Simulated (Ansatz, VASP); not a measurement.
## One calculation of VSi2, two programs

File INCAR:

```
SYSTEM = VSi2
PREC = Accurate ; ENCUT = 600
EDIFF = 1E-6 ; ISMEAR = 0
SIGMA = 0.1 ; LREAL = .False.
LASPH = .True. ; NELM = 100
ALGO = Normal ; ISIF = 3
LWAVE = .False. ; LCHARG = .False.
GGA = PE ; IVDW = 12
IBRION = 2 ; NSW = 100
EDIFFG = -0.002
```

KPOINTS

```
regular mesh
0
Gamma
  9 9 6
  0 0 0
```

POSCAR

```
VSi2
1.0
    4.5347995800      0.0000000000      0.0000000000
   -2.2673997900      3.9272516400      0.0000000000
    0.0000000000      0.0000000000      6.3189006300
V Si
3 6
Direct
    0.0000000000      0.5000000000      0.1666666700
    0.5000000000      0.5000000000      0.8333333300
    0.5000000000      0.0000000000      0.5000000000
    0.8375067800      0.6750135500      0.5000000000
    0.1624932300      0.8375067800      0.8333333300
    0.6750135500      0.8375067800      0.1666666700
    0.1624932200      0.3249864500      0.5000000000
    0.8375067800      0.1624932200      0.8333333300
    0.3249864500      0.1624932300      0.1666666700
```

Input for Ansatz:

```yaml
crystal:
  lattice:
    - [4.53479958, 0.0, 0.0]
    - [-2.26739979, 3.92725164, 0.0]
    - [0.0, 0.0, 6.31890063]
  atoms:
    - { symbol: V, position: [0.0, 0.5, 0.16666667] }
    - { symbol: V, position: [0.5, 0.5, 0.83333333] }
    - { symbol: V, position: [0.5, 0.0, 0.5] }
    - { symbol: Si, position: [0.83750678, 0.67501355, 0.5] }
    - { symbol: Si, position: [0.16249323, 0.83750678, 0.83333333] }
    - { symbol: Si, position: [0.67501355, 0.83750678, 0.16666667] }
    - { symbol: Si, position: [0.16249322, 0.32498645, 0.5] }
    - { symbol: Si, position: [0.83750678, 0.16249322, 0.83333333] }
    - { symbol: Si, position: [0.32498645, 0.16249323, 0.16666667] }
basis:
  ecutwfc: 420
kpoints:
  mp_grid: { grid: [9, 9, 6] }
hamiltonian:
  xc: pbe
  dispersion: d3bj
  pseudopotentials: { kind: paw, azcp: { folder: soft_1 } }
scf:
  occupations: { method: gaussian, width: 0.1 }
output:
  forces: true
  stress: true
  eigenvalues: true
relax:
  adjacent_minimum: "off"
  f_tol: 0.002
  max_steps: 80
  cell: { stress_tol: 0.02 }
```

The cell comes from a database or a generator and needn't be the stable form of this composition.

Alike in both runs: task relaxation of cell and atoms; functional PBE; dispersion D3(BJ); k mesh 9 × 9 × 6; occupations gaussian, width 0.1 eV; no spin polarisation.

|  | VASP | Ansatz |
| --- | --- | --- |
| version | VASP 6.6.1 | Ansatz 0.2.0 |
| potentials or method | VASP PAW PBE potentials, release 64 (V_sv, Si) | scalar-relativistic, plane waves, PAW |
| plane-wave cutoff (eV) | 600 | 420 |
| valence electrons in the cell | 63 | 63 |

```csv
,VASP,Ansatz,Ansatz less VASP
"gap on the k mesh at the Fermi level, each at its own relaxed structure (eV)",none,none,-
relaxed volume (Å³/atom),12.25,12.25,+0.004
relaxed cell length with the largest relative difference (Å),4.497,4.497,+0.0005
energy change over the relaxation (meV/atom),-3,-3,+0.1
```

A gap of «none» marks a metal or a gap that the smearing closes.

Caveats: pairwise dispersion overbinds metals, which lowers pressure and volume.
